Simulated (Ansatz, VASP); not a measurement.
This is a calculation of GaN for Ansatz 0.2.0.

Contents of input.yaml:

```yaml
crystal:
  lattice:
    - [0.0, 2.2535006075, 2.2535006075]
    - [2.2535006075, 0.0, 2.2535006075]
    - [2.2535006075, 2.2535006075, 0.0]
  atoms:
    - { symbol: Ga, position: [0.0, 0.0, 0.0] }
    - { symbol: "N", position: [0.25, 0.25, 0.25] }
kpoints:
  mp_grid: { grid: [10, 10, 10] }
scf:
  occupations: { method: gaussian, width: 0.015 }
hamiltonian:
  xc: pbe
  pseudopotentials: { kind: all_electron, lapw: { basis_error: 0.001 } }
output:
  forces: true
  stress: true
  eigenvalues: true
```

Potentials or basis: all-electron LAPW, scalar-relativistic.

The run is started by

```console
$ ansatz run input.yaml --threads 1 --pin off --max-ram 3072MiB --backend cpu --events-out ev --progress --plain --runs-dir out
```

Task: Translate it to VASP 6.6.1. Potentials there: VASP PAW PBE potentials, release 64 (Ga_d, N).

Result: As run (the cutoff follows the program's own potentials):

The input INCAR:

```
PREC     = Accurate       # precision mode
ENCUT    = 520            # plane-wave cutoff, eV
EDIFF    = 1E-6           # SCF threshold, eV
ISMEAR   = 0              # smearing method
SIGMA    = 0.015          # smearing width, eV
LREAL    = False          # projectors in reciprocal space
LASPH    = True           # aspherical terms in the spheres
NELM     = 60             # most SCF steps
ALGO     = Normal         # electronic algorithm
ISIF     = 2              # what is computed and relaxed
LWAVE    = False          # write WAVECAR
LCHARG   = False          # write CHGCAR
GGA      = PE             # functional
NBANDS   = 16             # bands
```

Contents of KPOINTS:

```
regular mesh
0
Gamma
  10 10 10
```

POSCAR

```
GaN
1.0
    0.0000000000      2.2535006075      2.2535006075
    2.2535006075      0.0000000000      2.2535006075
    2.2535006075      2.2535006075      0.0000000000
Ga N
1 1
Direct
    0.0000000000      0.0000000000      0.0000000000
    0.2500000000      0.2500000000      0.2500000000
```

Potentials or basis: VASP PAW PBE potentials, release 64 (Ga_d, N).

Command:

```bash
$ cat potpaw_PBE.64/Ga_d/POTCAR potpaw_PBE.64/N/POTCAR > POTCAR
$ mpirun -np 1 vasp_std > vasp.out
```

Both were run:

|  | VASP | Ansatz | Ansatz less VASP |
| --- | --- | --- | --- |
| gap on the k mesh at the Fermi level (eV) | 1.72 | 1.73 | +0.010 |
| least direct gap on the mesh (eV) | 1.72 | 1.73 | +0.010 |
| pressure (GPa) | 5.1 | 4.9 | -0.16 |

Ansatz ran all-electron here, so the differences hold the error of VASP's frozen core and of both bases.
